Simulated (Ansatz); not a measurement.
Bi:

```
CELL_PARAMETERS angstrom
3.48860 -3.13258 0.00000
3.48860 3.13258 0.00000
-1.26023 0.00000 3.11355
ATOMIC_POSITIONS crystal
Bi 0.75306 0.75306 0.85738
Bi 0.24694 0.24694 0.14262
```

This isn't the form of Bi at room conditions, which is rhombohedral.

| Item | Value |
| --- | --- |
| Program | Ansatz 0.2.0 |
| Task | single point |
| Functional | PBEsol |
| Potentials or basis | Ansatz PAW |
| Cutoff | 420 eV (not typed: the program's choice for these potentials) |
| k mesh | 6 × 6 × 9 |
| Occupations | fermi-dirac, width 0.05 eV |
| Spin | no spin polarisation |

On this cell: pressure -2.5 GPa; largest force 0.059 eV/Å; band gap on the k mesh none (metal or under the smearing width).

The same run follows on a disturbed copy (atoms moved at random, drawn with an rms of 0.05 Å):

```
Bi
1.0
     3.48860   -3.13258    0.00000
     3.48860    3.13258    0.00000
    -1.26023    0.00000    3.11355
Bi
2
Direct
  0.75023 0.75159 0.84910
  0.24710 0.25308 0.14475
```

**Question.** What changes?

**Answer.** The energy (extrapolated to zero smearing) moves by +1.6 meV/atom; pressure -2.6 GPa; largest force 0.105 eV/Å; band gap on the k mesh none (metal or under the smearing width).

Forces in eV/Å, atoms in the order of the input:
```
Bi   0.088  0.012  0.055
Bi  -0.088 -0.012 -0.055
```

Stress tensor (GPa, compression positive):
```
-2.47 -0.02 -0.27
-0.02 -3.31 -0.02
-0.27 -0.02 -1.89
```

Caveats: spin-orbit coupling is left out, which moves the levels of the heavy elements; the PAW data sets come from PBE, with cores solved anew for the run's functional, which leaves a small shift of forces and pressure.
